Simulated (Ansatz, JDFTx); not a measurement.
Given: the input of a run of Ansatz 0.2.0 on KMgF3. 

File input.yaml:

```yaml
crystal:
  lattice:
    - [3.9859, 0.0, 0.0]
    - [0.0, 3.9859, 0.0]
    - [0.0, 0.0, 3.9859]
  atoms:
    - { symbol: K, position: [0.5, 0.5, 0.5] }
    - { symbol: Mg, position: [0.0, 0.0, 0.0] }
    - { symbol: F, position: [0.0, 0.0, 0.5] }
    - { symbol: F, position: [0.0, 0.5, 0.0] }
    - { symbol: F, position: [0.5, 0.0, 0.0] }
hamiltonian:
  xc: pbesol
  pseudopotentials: { kind: paw }
kpoints:
  mp_grid: { grid: [7, 7, 7] }
scf:
  occupations: { method: fermi_dirac, width: 0.05 }
output:
  forces: true
  stress: true
  eigenvalues: true
relax:
  f_tol: 0.01
  max_steps: 40
  cell: { stress_tol: 0.05 }
```

Potentials or basis: Ansatz PAW.

Launch:

```console
$ ansatz run input.yaml --threads 1 --pin off --max-ram 3584MiB --backend cpu --events-out ev --progress --plain --runs-dir out
```

Task: Translate it to JDFTx 1.7.0 (patched build). Potentials or basis there: PseudoDojo-SR-PBEsol-0.4.1-standard with smoothed tails, cutoff 1143 eV.

Result: As run (cutoffs and basis follow the program's own potentials, and thresholds, step limits or extra output files can differ):

KMgF3.in

```
lattice \
    7.5322593601     0.0000000000     0.0000000000 \
    0.0000000000     7.5322593601     0.0000000000 \
    0.0000000000     0.0000000000     7.5322593601
coords-type Lattice
ion K      0.5000000000     0.5000000000     0.5000000000 1
ion Mg     0.0000000000     0.0000000000     0.0000000000 1
ion F      0.0000000000     0.0000000000     0.5000000000 1
ion F      0.0000000000     0.5000000000     0.0000000000 1
ion F      0.5000000000     0.0000000000     0.0000000000 1

ion-species pseudo/K.upf
ion-species pseudo/Mg.upf
ion-species pseudo/F.upf
elec-cutoff 42 336
elec-ex-corr gga-PBEsol
kpoint-folding 7 7 7
elec-smearing Fermi 0.0018374661
elec-n-bands 27
electronic-SCF nIterations 100 energyDiffThreshold 1e-09
electronic-minimize nIterations 30 energyDiffThreshold 1e-7
forces-output-coords Cartesian
lattice-minimize nIterations 40 energyDiffThreshold 1e-6

dump-name run.$VAR
dump End Ecomponents EigStats BandEigs Kpoints Forces Stress
```

Potentials or basis: PseudoDojo-SR-PBEsol-0.4.1-standard with smoothed tails.

The run is started by

```sh
$ jdftx -c 2 -i KMgF3.in -o KMgF3.out
```

Both were run:

|  | Ansatz | JDFTx |
| --- | --- | --- |
| Relaxed volume | 12.71 Å³/atom | 12.69 Å³/atom |
| Relaxed cell | a = 3.991 Å, b = 3.991 Å, c = 3.991 Å, α = 90.00°, β = 90.00°, γ = 90.00° | a = 3.988 Å, b = 3.988 Å, c = 3.988 Å, α = 90.00°, β = 90.00°, γ = 90.00° |
| Space group after relaxing | Pm-3m (No. 221) | Pm-3m (No. 221) |
| Pressure after relaxing | 0.0 GPa | 0.0 GPa |

Ansatz's pressure holds a Pulay term of +0.59 GPa for its cutoff of 420 eV, which the other run lacks.

Ansatz's potentials were made for PBE.

Where Ansatz's input types no cutoff or centring, it takes its own default and a Γ-centred mesh.

Pressure is positive in compression.
